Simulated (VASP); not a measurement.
# SnTe (Fm-3m) in VASP: a series of runs, part 3 of 3

VASP 6.6.1. Earlier steps stand in the parts before.

## Step 5: Single point, LDA

This run uses another cell than the first one, of 29.24 Å³/atom, 1.109 times its volume.

Input file INCAR:

```
SYSTEM = SnTe
  ALGO = Normal
  EDIFF = 1E-6
  ENCUT = 500
  GGA = CA
  GGA_COMPAT = .False.
  ISIF = 2
  ISMEAR = 0
  LASPH = .True.
  LCHARG = .False.
  LREAL = .False.
  LWAVE = .False.
  NBANDS = 17
  NELM = 120
  PREC = Accurate
  SIGMA = 0.01
```

Input file KPOINTS:

```
k-points
0
Gamma
  6 6 6
  0 0 0
```

Input file POSCAR:

```
SnTe
1.0
    0.0000000000      3.0808503117      3.0808503117
    3.0808503117      0.0000000000      3.0808503117
    3.0808503117      3.0808503117      0.0000000000
Sn Te
1 1
Direct
    0.0000000000      0.0000000000      0.0000000000
    0.5000000000      0.5000000000      0.5000000000
```

Potentials or basis: VASP PAW LDA potentials, release 64 (Sn_d, Te).

Started as:

```bash
> cat potpaw_LDA.64/Sn_d/POTCAR potpaw_LDA.64/Te/POTCAR > POTCAR
> mpirun -np 1 vasp_std > vasp.out
```

OUTCAR:

```text
SYSTEM = SnTe
   EDIFF = 1E-6
   ENCUT = 500
   GGA = CA
   ISIF = 2
   ISMEAR = 0
   LASPH = .True.
   LREAL = .False.
   NELM = 120
   PREC = Accurate

 ion  position               nearest neighbor table
   1  0.000  0.000  0.000-   2 3.08   2 3.08   2 3.08   2 3.08   2 3.08   2 3.08
   2  0.500  0.500  0.500-   1 3.08   1 3.08   1 3.08   1 3.08   1 3.08   1 3.08

  LATTYP: Found a face centered cubic cell.
 ALAT       =     6.1617006234

  Lattice vectors:

 A1 = (   0.0000000000,   3.0808503117,   3.0808503117)
 A2 = (   3.0808503117,   0.0000000000,   3.0808503117)
 A3 = (   3.0808503117,   3.0808503117,   0.0000000000)

Analysis of symmetry for initial positions (statically):
=====================================================================
 Subroutine PRICEL returns:
 Original cell was already a primitive cell.

 Routine SETGRP: Setting up the symmetry group for a
 face centered cubic supercell.

 Subroutine GETGRP returns: Found 48 space group operations
 (whereof 48 operations were pure point group operations)
 out of a pool of 48 trial point group operations.

The static configuration has the point symmetry O_h .

Analysis of symmetry for dynamics (positions and initial velocities):
=====================================================================
 Subroutine PRICEL returns:
 Original cell was already a primitive cell.

 Routine SETGRP: Setting up the symmetry group for a
 face centered cubic supercell.

 Subroutine GETGRP returns: Found 48 space group operations
 (whereof 48 operations were pure point group operations)
 out of a pool of 48 trial point group operations.

The dynamic configuration has the point symmetry O_h .

 Subroutine INISYM returns: Found 48 space group operations
 (whereof 48 operations are pure point group operations),
 and found     1 'primitive' translations

----------------------------------------------------------------------------------------

                                     Primitive cell

  volume of cell :      58.4846

  direct lattice vectors                    reciprocal lattice vectors
     0.000000000  3.080850312  3.080850312    -0.162292857  0.162292857  0.162292857
     3.080850312  0.000000000  3.080850312     0.162292857 -0.162292857  0.162292857
     3.080850312  3.080850312  0.000000000     0.162292857  0.162292857 -0.162292857

  length of vectors
     4.356980294  4.356980294  4.356980294     0.281099475  0.281099475  0.281099475

  position of ions in fractional coordinates (direct lattice)
     0.000000000  0.000000000  0.000000000
     0.500000000  0.500000000  0.500000000

  ion indices of the primitive-cell ions
   primitive index   ion index
                 1           1
                 2           2

----------------------------------------------------------------------------------------

 KPOINTS: k-points

Automatic generation of k-mesh.
 Grid dimensions read from file:
 generate k-points for:    6    6    6

 Generating k-lattice:

  Cartesian coordinates                     Fractional coordinates (reciprocal lattice)
    -0.027048810  0.027048810  0.027048810     0.166666667  0.000000000  0.000000000
     0.027048810 -0.027048810  0.027048810     0.000000000  0.166666667  0.000000000
     0.027048810  0.027048810 -0.027048810     0.000000000  0.000000000  0.166666667

  Length of vectors
     0.046849912  0.046849912  0.046849912

  Shift w.r.t. Gamma in fractional coordinates (k-lattice)
     0.000000000  0.000000000  0.000000000

 Subroutine IBZKPT returns following result:
 ===========================================

 Found     16 irreducible k-points:

 Following reciprocal coordinates:
            Coordinates               Weight
  0.000000  0.000000  0.000000      1.000000
  0.166667  0.000000  0.000000      8.000000
  0.333333  0.000000  0.000000      8.000000
  0.500000  0.000000  0.000000      4.000000
  0.166667  0.166667  0.000000      6.000000
  0.333333  0.166667  0.000000     24.000000
[... 8 lines left out ...]
 -0.333333  0.333333  0.166667     24.000000
 -0.333333  0.500000  0.166667     12.000000
   k-points           NKPTS =     16   k-points in BZ     NKDIM =     16   number of bands    NBANDS=     17
   number of dos      NEDOS =    301   number of ions     NIONS =      2
   total plane-waves  NPLWV =  32768
   dimension x,y,z NGX =    32 NGY =   32 NGZ =   32
   dimension x,y,z NGXF=    64 NGYF=   64 NGZF=   64
   ions per type =               1   1
   NGX,Y,Z   is equivalent  to a cutoff of  12.21, 12.21, 12.21 a.u.
   NGXF,Y,Z  is equivalent  to a cutoff of  24.42, 24.42, 24.42 a.u.
 SYSTEM =  SnTe
   PREC   = accura    normal or accurate (medium, high low for compatibility)
   ISTART =      0    job   : 0-new  1-cont  2-samecut
   ICHARG =      2    charge: 1-file 2-atom 10-const
   ISPIN  =      1    spin polarized calculation?
   LNONCOLLINEAR =      F non collinear calculations
   LSORBIT =      F    spin-orbit coupling
   LASPH  =      T    aspherical Exc in radial PAW
   ENCUT  =  500.0 eV  36.75 Ry    6.06 a.u.   7.94  7.94  7.94*2*pi/ulx,y,z
   NELM   =    120;   NELMIN=  2; NELMDL= -5     # of ELM steps
   EDIFF  = 0.1E-05   stopping-criterion for ELM
   LREAL  =      F    real-space projection
   EDIFFG = 0.1E-04   stopping-criterion for IOM
   NSW    =      0    number of steps for IOM
   IBRION =     -1    ionic relax: 0-MD 1-quasi-New 2-CG
   NFREE  =      0    steps in history (QN), initial steepest desc. (CG)
   ISIF   =      2    stress and relaxation
   ISYM   =      2    0-nonsym 1-usesym 2-fastsym
   POTIM  = 0.5000    time-step for ionic-motion
   TEBEG  =    0.0;   TEEND  =   0.0 temperature during run
   PSTRESS=    0.0 pullay stress
   NELECT =      20.0000    total number of electrons
   NUPDOWN=      -1.0000    fix difference up-down
   EMIN   =  10.00;   EMAX   =-10.00  energy-range for DOS
   EFERMI =   0.00;   METHOD = LEGACY
   ISMEAR =     0;   SIGMA  =   0.01  broadening in eV -4-tet -1-fermi 0-gaus
   EFERMI_NEDOS =   21; number of points for ismear=-14 and -15
   IALGO  =     38    algorithm
   IMIX   =      4    mixing-type and parameters
     AMIX     =   0.40;   BMIX     =  1.00
     AMIX_MAG =   1.60;   BMIX_MAG =  1.00
  volume/ion in A,a.u.               =      29.24       197.34
  Fermi-wavevector in a.u.,A,eV,Ry     =   1.144821  2.163398 17.832000  1.310615
  Thomas-Fermi vector in A             =   2.281512
   LORBIT       =      0    0 simple, 1 ext, 2 COOP (PROOUT), +10 PAW based schemes
   GGA     = CA    functional components
   LHFCALC =     F    Hartree Fock is set to
   AEXX    =    0.0000 exact exchange contribution
   IVDW    =     0    specifies the selected vdW correction
   LEPSILON=     F    determine dielectric tensor
   LRPA    =     F    only Hartree local field effects (RPA)
 non-spin polarized calculation
 Gauss-broadening in eV      SIGMA  =   0.01
  energy-cutoff  :      500.00
  volume of cell :       58.48
 maximum number of plane-waves:      1524
   NGX = 15   NGY = 15   NGZ = 15

 number of electron      19.9999993 magnetization

 Free energy of the ion-electron system (eV)
  ---------------------------------------------------
  ext. energy  EPLUGINS =         0.00000000
  ---------------------------------------------------
  free energy    TOTEN  =        -8.82010962 eV

  energy without entropy =       -8.82010962  energy(sigma->0) =       -8.82010962

 E-fermi :   7.6029     XC(G=0): -10.0394

 val. band max:        7.5210349244   @ k =   0.5000   0.0000   0.0000
 cond. band min:       7.8374851730   @ k =   0.5000   0.0000   0.0000
 fundamental gap:      0.3164502486
 Fermi energy:         7.6028829053

 k-point     1 :       0.0000    0.0000    0.0000
  band No.  band energies     occupation
      1     -14.2395      2.00000
      2     -14.2395      2.00000
      3     -14.2256      2.00000
      4     -14.2256      2.00000
      5     -14.2256      2.00000
      6      -5.7236      2.00000
[... 9 lines left out ...]
     16      12.2713      0.00000
     17      14.1951      0.00000
[... 281 lines left out ...]
 k-point    16 :      -0.3333    0.5000    0.1667
  band No.  band energies     occupation
      1     -14.2600      2.00000
      2     -14.2378      2.00000
      3     -14.2262      2.00000
      4     -14.2160      2.00000
      5     -14.2107      2.00000
      6      -3.8136      2.00000
[... 9 lines left out ...]
     16      18.0088      0.00000
     17      18.9398      0.00000

------------------------ aborting loop because EDIFF is reached ----------------------------------------

  FORCE on cell =-STRESS in cart. coord.  units (eV):
  Direction    XX          YY          ZZ          XY          YZ          ZX
  --------------------------------------------------------------------------------------
  -------------------------------------------------------------------------------------
  Total        0.7353217      0.7353217      0.7353217      0.0000000      0.0000000      0.0000000
  in kB       20.1440211     20.1440211     20.1440211      0.0000000      0.0000000      0.0000000
  external PRESSURE =      20.1440211 kB  Pullay stress =       0.0000000 kB

 VOLUME and BASIS-vectors are now :
 -----------------------------------------------------------------------------
  energy-cutoff  :      500.00
  volume of cell :       58.48
      direct lattice vectors                 reciprocal lattice vectors
     0.000000000  3.080850312  3.080850312    -0.162292857  0.162292857  0.162292857
     3.080850312  0.000000000  3.080850312     0.162292857 -0.162292857  0.162292857
     3.080850312  3.080850312  0.000000000     0.162292857  0.162292857 -0.162292857

 POSITION                                       TOTAL-FORCE (eV/Angst)
 -----------------------------------------------------------------------------------
      0.00000      0.00000      0.00000        -0.000000      0.000000     -0.000000
      3.08085      3.08085      3.08085         0.000000     -0.000000      0.000000
 -----------------------------------------------------------------------------------
    total drift:                                0.000000     -0.000000     -0.000000

  FREE ENERGIE OF THE ION-ELECTRON SYSTEM (eV)
  ---------------------------------------------------
  free  energy   TOTEN  =        -8.8201096232 eV

  energy  without entropy=       -8.8201096232  energy(sigma->0) =       -8.82010962
```

Run time: 9.6 s. Hardware: 1 thread of Intel Xeon Platinum 8375C at 2.90GHz (Ice Lake), shared host; peak memory 0.16 GiB.

Results:

| Property | Result |
| --- | --- |
| Free energy | -8.8201 eV |
| Pressure | 2.0 GPa |
| Band gap on the k mesh | 0.32 eV, direct |

Levels at points of the mesh, in eV from the valence-band top:
```
           k point  band 8  band 9  band 10  band 11  band 12  band 13
(0.00, 0.00, 0.00)   -2.22   -2.22    -2.22     3.52     3.52     3.52
(0.50, 0.00, 0.00)   -1.84   -1.84     0.00     0.32     0.32     0.32
(0.50, 0.50, 0.00)   -5.97   -3.97    -3.97     2.00     5.28     5.28
```

Caveat: spin-orbit coupling is left out, which moves the levels of the heavy elements.

## Step 6: Single point, LDA

This run uses another cell than the first one, of 31.59 Å³/atom, 1.198 times its volume.

Input file INCAR:

```
SYSTEM = SnTe
PREC = Accurate
ENCUT = 500
EDIFF = 1E-6
ISMEAR = 0
SIGMA = 0.01
LREAL = .False.
LASPH = .True.
NELM = 120
ALGO = Normal
ISIF = 2
LWAVE = .False.
LCHARG = .False.
NBANDS = 17
GGA_COMPAT = .False.
```

Input file KPOINTS:

```
regular mesh
0
Gamma
  6 6 6
  0 0 0
```

Input file POSCAR:

```
SnTe
1.0
    0.0000000000      3.1610380332      3.1610380332
    3.1610380332      0.0000000000      3.1610380332
    3.1610380332      3.1610380332      0.0000000000
Sn Te
1 1
Direct
    0.0000000000      0.0000000000      0.0000000000
    0.5000000000      0.5000000000      0.5000000000
```

Potentials or basis: VASP PAW LDA potentials, release 64 (Sn_d, Te).

Started as:

```bash
> cat potpaw_LDA.64/Sn_d/POTCAR potpaw_LDA.64/Te/POTCAR > POTCAR
> mpirun -np 1 vasp_std > vasp.out
```

Run time: 16 s. Hardware: 1 thread of Intel Xeon Platinum 8375C at 2.90GHz (Ice Lake), shared host; peak memory 0.17 GiB.

Results (log left out):

| Quantity | Value |
| --- | --- |
| Free energy | -8.8188 eV |
| Pressure | -2.0 GPa |
| Band gap on the k mesh | 0.09 eV, direct |

Levels at points of the mesh, in eV from the valence-band top:
```csv
k point,band 8,band 9,band 10,band 11,band 12,band 13
"(0.00, 0.00, 0.00)",-2.05,-2.05,-2.05,3.31,3.31,3.31
"(0.50, 0.00, 0.00)",-1.70,-1.70,0.00,0.09,0.40,0.40
"(0.50, 0.50, 0.00)",-5.45,-3.63,-3.63,2.26,4.85,4.85
```

Caveat: spin-orbit coupling is left out, which moves the levels of the heavy elements.

## Step 7: The runs side by side

| cell | gap on the mesh (eV) | pressure (GPa) |
| --- | --- | --- |
| a = 4.209 Å, angles 60.0°, 2 atoms | 0.02 | 10.1 |
| a = 4.293 Å, angles 60.0°, 2 atoms | 0.26 | 5.0 |
| a = 4.409 Å, angles 60.0°, 2 atoms | 0.21 | 0.0 |
| a = 4.357 Å, angles 60.0°, 2 atoms | 0.32 | 2.0 |
| a = 4.470 Å, angles 60.0°, 2 atoms | 0.09 | -2.0 |

Alike in all rows: task single point; level LDA; potentials or basis VASP PAW LDA potentials, release 64 (Sn_d, Te); no spin polarisation; k mesh 6 × 6 × 6; cutoff (eV) 500; smearing gaussian 0.01 eV.

Caveats: spin-orbit coupling is left out, which moves the levels of the heavy elements.

Absolute energies hang on the potentials; compare differences alone.

## Step 8: Comparison with measurements

Step 4. Against the measured gap of SnTe, 0.18 eV (direct; 300 K; a printed reference work, textbook), the calculated 0.21 eV is off by +0.03 eV. Spin-orbit coupling on Sn, Te is left out. The value is that of LDA on a finite k mesh, which can miss the band edges, without temperature or zero-point motion.

Step 5. Against the measured gap of SnTe, 0.18 eV (direct; 300 K; a printed reference work, textbook), the calculated 0.32 eV is off by +0.14 eV. Spin-orbit coupling on Sn, Te is left out. The value is that of LDA on a finite k mesh, which can miss the band edges, without temperature or zero-point motion.

Step 6. Against the measured gap of SnTe, 0.18 eV (direct; 300 K; a printed reference work, textbook), the calculated 0.09 eV is off by -0.09 eV. Spin-orbit coupling on Sn, Te is left out. The value is that of LDA on a finite k mesh, which can miss the band edges, without temperature or zero-point motion. Semilocal functionals fall short of measured gaps as a rule.
